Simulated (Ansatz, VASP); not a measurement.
MoS2 in VASP and in Ansatz

```
Mo S
1.0
     3.18413    0.00000    0.00000
    -1.59206    2.75753    0.00000
     0.00000    0.00000   17.33460
Mo S
1 2
Cartesian
  0.0000 0.0000 0.0000
  0.0000 1.8384 15.7833
  0.0000 1.8384 1.5513
```

Alike in both runs: functional r2SCAN; k mesh 10 × 10 × 2; occupations fermi-dirac, width 0.05 eV; no spin polarisation.

|  | VASP | Ansatz |
| --- | --- | --- |
| version | VASP 6.6.1 | Ansatz 0.2.0 |
| potentials or method | VASP PAW PBE potentials, release 64 (Mo_sv, S) | Ansatz PAW |
| plane-wave cutoff (eV) | 520 | 500 |
| valence electrons in the cell | 26 | 26 |
| task | single point | band structure |

VASP gave:

```
gap on the k mesh at the Fermi level (eV) : 1.83
least direct gap on the mesh (eV)         : 2.04
rms of the force components (eV/Å)        : 0.010
```

Task: Which values does Ansatz return?

Result: gap on the k mesh at the Fermi level (eV): 1.81; least direct gap on the mesh (eV): 2.03; rms of the force components (eV/Å): 0.008.

Atom by atom the forces differ by 0.002 eV/Å (rms over components).

Caveats: the PAW data sets were made with another functional, which shifts forces and pressure a little (VASP); the k mesh misses the band edges, so the gap on the mesh is wider than the one along the path (Ansatz); the PAW data sets come from PBE, with cores solved anew for the run's functional, which leaves a small shift of forces and pressure (Ansatz). r2SCAN opens gaps a little over a GGA but as a rule still falls short of measured ones.
